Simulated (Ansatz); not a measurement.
Born–Oppenheimer molecular dynamics of a periodic cell of 12 atoms, CaF2 (start crystal CaF2, start structure Fm-3m, volume 1.05 times the crystal's). It starts from a structure without forces on its atoms.

Computed with DFT PBEsol, scalar-relativistic, plane waves, PAW in Ansatz 0.2.0. Settings: PAW set soft_1, cutoff 420 eV, k mesh 2x2x2, fermi-dirac smearing 0.3 eV, no spin polarisation.

```json
{
  "ensemble": "NVT, Langevin thermostat",
  "time step": "2.25 fs",
  "steps asked": "250",
  "set temperature": "3500 K",
  "friction": "0.02 /fs",
  "seed": "510495"
}
```

First frame:

```xyz
12
Lattice="5.3651 0.0000 0.0000 0.0000 5.3651 0.0000 0.0000 0.0000 5.3651" Properties=species:S:1:pos:R:3
Ca 0.000 0.000 0.000
F 1.341 1.341 1.341
F 4.024 4.024 4.024
Ca 2.683 2.683 0.000
F 4.024 4.024 1.341
F 1.341 1.341 4.024
Ca 2.683 0.000 2.683
F 4.024 1.341 4.024
F 1.341 4.024 1.341
Ca 0.000 2.683 2.683
F 1.341 4.024 4.024
F 4.024 1.341 1.341
```

**Question.** What does the run give?

**Answer.** All steps were run.

- steps done: 250
- time covered: 562.5 fs
- mean temperature over the second half: 2920 K
- spread of the potential energy over the second half: 78.6 meV per atom
- mean potential energy of the second half above the start: 374.1 meV per atom

The mean temperature of the second half is 17 % below the set value. A run of 0.56 ps of so small a system gives no equilibrium averages. Limits of this set-up: coarse k mesh, PAW files made for another functional.

**Question.** What happens to the structure?

**Answer.** Mean squared displacements from the first frame to the last, about the centre of mass: Ca 0.23 Å², F 1.02 Å². This is one draw of velocities; another would differ in detail.

**Question.** How do temperature and energy run in time?

**Answer.** 
| time (fs) | T (K) | potential energy less start (eV) |
| --- | --- | --- |
| 0 | 3208 | 0.000 |
| 27 | 1756 | 2.699 |
| 54 | 2050 | 3.450 |
| 81 | 2282 | 2.896 |
| 108 | 3614 | 3.948 |
| 135 | 3944 | 4.782 |
| 162 | 3095 | 5.281 |
| 189 | 3589 | 4.086 |
| 216 | 2922 | 4.841 |
| 243 | 3342 | 5.165 |
| 270 | 2567 | 5.192 |
| 297 | 3184 | 3.558 |
| 324 | 2898 | 4.727 |
| 351 | 2839 | 5.348 |
| 378 | 3018 | 4.905 |
| 405 | 2819 | 5.000 |
| 432 | 2387 | 3.587 |
| 459 | 2185 | 4.079 |
| 486 | 3853 | 3.181 |
| 513 | 3197 | 3.646 |
| 540 | 2902 | 6.635 |

The run took 17 min on 1 thread of Arm Neoverse V1, on a shared host, peak memory 0.41 GiB.
